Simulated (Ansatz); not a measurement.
## HfB under pressure

Method: Ansatz 0.2.0, DFT PBEsol, scalar-relativistic, plane waves, PAW. (420 eV cutoff, 16×16×16 k-mesh, Gaussian smearing of 0.10 eV, no spin polarisation)

Starting point, cell and atoms relaxed:

```yaml
crystal:
  lattice:
    - [0.00000, 2.39395, 2.39395]
    - [2.39395, 0.00000, 2.39395]
    - [2.39395, 2.39395, 0.00000]
  atoms:
    - { symbol: Hf, position: [0.50000, 0.50000, 0.50000] }
    - { symbol: B, position: [0.00000, 0.00000, 0.00000] }
```

Cell and atoms are relaxed at each pressure within the symmetry of the start, at zero temperature, so transitions that lower the symmetry aren't seen. The k-mesh given is that at zero pressure and may differ at others. a, b and c are the lengths of the cell vectors above. ΔH is E + PV over the energy at zero pressure.

Spin–orbit coupling is left out, which can shift energies with elements as heavy as these.

| P (GPa) | V (Å³/atom) | V/V0 | a (Å) | b (Å) | c (Å) | ΔH (eV/atom) |
| --- | --- | --- | --- | --- | --- | --- |
| -3 | 13.96 | 1.017 | 3.405 | 3.405 | 3.405 | -0.259 |
| 0 | 13.72 | 1.000 | 3.386 | 3.386 | 3.386 | 0.000 |
| 3 | 13.50 | 0.984 | 3.367 | 3.367 | 3.367 | 0.255 |
| 8 | ? | ? | ? | ? | ? | ? |
| 15 | 12.75 | 0.930 | 3.304 | 3.304 | 3.304 | 1.237 |
| 30 | ? | ? | ? | ? | ? | ? |
| 60 | 11.00 | 0.802 | 3.146 | 3.146 | 3.146 | 4.547 |

**Question.** What stands in the row for 8 GPa?

**Answer.** V 13.16 Å³/atom; V/V0 0.959; a 3.339 Å; b 3.339 Å; c 3.339 Å; ΔH 0.671 eV/atom.

**Question.** What stands in the row for 30 GPa?

**Answer.** V 12.04 Å³/atom; V/V0 0.877; a 3.241 Å; b 3.241 Å; c 3.241 Å; ΔH 2.396 eV/atom.